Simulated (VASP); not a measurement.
AgCl (Chlorargyrite):

```xyz
2
Lattice="0.0000 2.7350 2.7350 2.7350 0.0000 2.7350 2.7350 2.7350 0.0000" Properties=species:S:1:pos:R:3 pbc="T T T"
Ag    0.0000    0.0000    0.0000
Cl    2.7350    2.7350    2.7350
```

Base run:

```yaml
Program: VASP 6.6.1
Functional: PBEsol
Potentials_or_basis: VASP PAW PBE potentials, release 64 (Ag, Cl)
Cutoff: 520 eV
k_mesh: 8 × 8 × 8
Occupations: gaussian, width 0.02 eV
Spin: no spin polarisation
```

Its results: band gap on the k mesh 0.72 eV, indirect (least direct gap 3.18 eV); pressure -0.8 GPa.

Problem. The run is repeated on the same cell with these changes: functional from PBEsol to r2SCAN. What comes out?

Solution. Band gap on the k mesh 1.42 eV, indirect (least direct gap 3.85 eV); pressure 2.2 GPa.

r2SCAN gives the wider gap, since meta-GGAs in the generalised Kohn-Sham scheme recover part of the derivative discontinuity.

Caveats: the PAW data sets were made with another functional, which shifts forces and pressure a little.

Not every run made on this cell is shown here.
